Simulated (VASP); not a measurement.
## Au: single point with PBEsol

Crystal: Au.

```xyz
2
Lattice="0.0000 3.1280 3.1280 3.1280 0.0000 3.1280 3.1280 3.1280 0.0000" Properties=species:S:1:pos:R:3 pbc="T T T"
Au    0.7820    0.7820    0.7820
Au    5.4739    5.4739    5.4739
```

This isn't the form of Au at room conditions, which is fcc.

- Program: VASP 6.6.1
- Task: single point
- Functional: PBEsol
- Potentials or basis: VASP PAW PBE potentials, release 64 (Au)
- Cutoff: 520 eV
- k mesh: 10 × 10 × 10
- Occupations: fermi-dirac, width 0.1 eV
- Spin: no spin polarisation

```
Pressure               : -5.7 GPa
Band gap on the k mesh : none (metal or under the smearing width)
```

Levels at points of the mesh, in eV from the Fermi level:
```tsv
k point	band 7	band 8	band 9	band 10	band 11	band 12	band 13	band 14	band 15	band 16
(0.00, 0.00, 0.00)	-2.14	-2.14	-2.14	-1.25	-1.25	8.03	9.12	9.12	9.12	9.55
(0.50, 0.00, 0.00)	-1.93	-1.93	-1.37	-1.37	-0.66	-0.41	6.52	6.52	8.19	9.64
(0.50, 0.50, 0.00)	-2.56	-2.56	-1.21	-1.21	0.21	0.21	3.73	3.73	7.70	7.70
```

Run time: 18 s on 1 thread of Intel(R) Xeon(R) 6975P-C (Granite Rapids) (shared host), peak memory 0.22 GiB.

Caveat: the PAW data sets were made with another functional, which shifts forces and pressure a little. Spin-orbit coupling is left out, which matters for the levels of Au.
